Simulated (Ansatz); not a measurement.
## PbS: equation of state with PBEsol

Crystal: PbS.

```
Pb S
1.0
     2.11266    1.21975    3.45192
    -2.11266    1.21975    3.45192
     0.00000   -2.43949    3.45192
Pb S
1 1
Direct
  0.98057 0.98057 0.98057
  0.47504 0.47504 0.47504
```

The cell is a database's computed one.

| Property | Result |
| --- | --- |
| Program | Ansatz 0.2.0 |
| Task | equation of state |
| Functional | PBEsol |
| Potentials or basis | Ansatz PAW |
| Cutoff | 420 eV |
| Density cutoff | 1680 eV |
| k mesh | 8 × 8 × 8 |
| Occupations | fermi-dirac, width 0.05 eV |
| Spin | no spin polarisation |

| Item | Value |
| --- | --- |
| Equilibrium volume | 25.72 Å³/atom |
| Bulk modulus at fixed shape and positions | 59 GPa |
| Pressure derivative of the bulk modulus | 4.2 |

Energy against volume, from the lowest point:
```tsv
volume (Å³/atom)	energy (meV/atom)
25.085	2.92
25.618	0.00
26.152	1.25
26.686	6.26
27.220	14.67
27.753	26.10
28.287	40.25
```

All runs of the series together: 21 s on 2 threads of Arm Neoverse V1, with other jobs on the host.

Caveat: the cell was scaled at fixed shape and fractional positions, which overstates the stiffness of a crystal with free parameters, most of all of layers and chains. The run has no spin-orbit coupling, so splittings on Pb are missing.
